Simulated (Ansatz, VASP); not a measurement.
# One calculation of BP, two programs

The input POSCAR:

```
BP
1.0
    0.0000000000      2.2690000000      2.2690000000
    2.2690000000      0.0000000000      2.2690000000
    2.2690000000      2.2690000000      0.0000000000
B P
1 1
Direct
    0.0000000000      0.0000000000      0.0000000000
    0.7500000000      0.7500000000      0.7500000000
```

INCAR.step1

```
PREC = Accurate
ENCUT = 520
ISMEAR = 0
SIGMA = 0.05
LREAL = F
LASPH = T
NELM = 60
NBANDS = 11
GGA = PE
ALGO = Normal
EDIFF = 1E-4
LWAVE = T
LCHARG = F
```

INCAR.step2

```
PREC = Accurate
ENCUT = 520
EDIFF = 1E-6
ISMEAR = 0
SIGMA = 0.05
LREAL = F
LASPH = T
NELM = 60
ALGO = Normal
ISIF = 2
LWAVE = F
LCHARG = F
METAGGA = R2SCAN
LMIXTAU = T
NBANDS = 11
ISTART = 1
```

File KPOINTS:

```
Automatic mesh
0
Gamma
  10 10 10
```

Input for Ansatz:

```yaml
crystal:
  lattice:
    - [0.0, 2.269, 2.269]
    - [2.269, 0.0, 2.269]
    - [2.269, 2.269, 0.0]
  atoms:
    - { symbol: B, position: [0.0, 0.0, 0.0] }
    - { symbol: P, position: [0.75, 0.75, 0.75] }
basis:
  ecutwfc: 500
kpoints:
  mp_grid: { grid: [10, 10, 10] }
hamiltonian:
  xc: r2scan
scf:
  occupations: { method: gaussian, width: 0.05 }
output:
  forces: true
  stress: true
  eigenvalues: true
```

Alike in both runs: task single point; functional r2SCAN; k mesh 10 × 10 × 10; occupations gaussian, width 0.05 eV; no spin polarisation.

|  | VASP | Ansatz |
| --- | --- | --- |
| version | VASP 6.6.1 | Ansatz 0.2.0 |
| potentials or method | VASP PAW PBE potentials, release 64 (B, P) | scalar-relativistic, plane waves, PAW |
| plane-wave cutoff (eV) | 520 | 500 |
| valence electrons in the cell | 8 | 8 |

|  | VASP | Ansatz | Ansatz less VASP |
| --- | --- | --- | --- |
| gap on the k mesh at the Fermi level (eV) | 1.45 | 1.42 | -0.030 |
| least direct gap on the mesh (eV) | 3.64 | 3.60 | -0.040 |
| pressure (GPa) | -0.7 | -0.2 | +0.51 |

The functional is the same, so the differences come from potentials, cutoffs and numerics.

Caveats: the PAW data sets were made with another functional, which shifts forces and pressure a little (VASP). A k mesh can miss the band edges. r2SCAN opens gaps a little over a GGA but as a rule still falls short of measured ones.
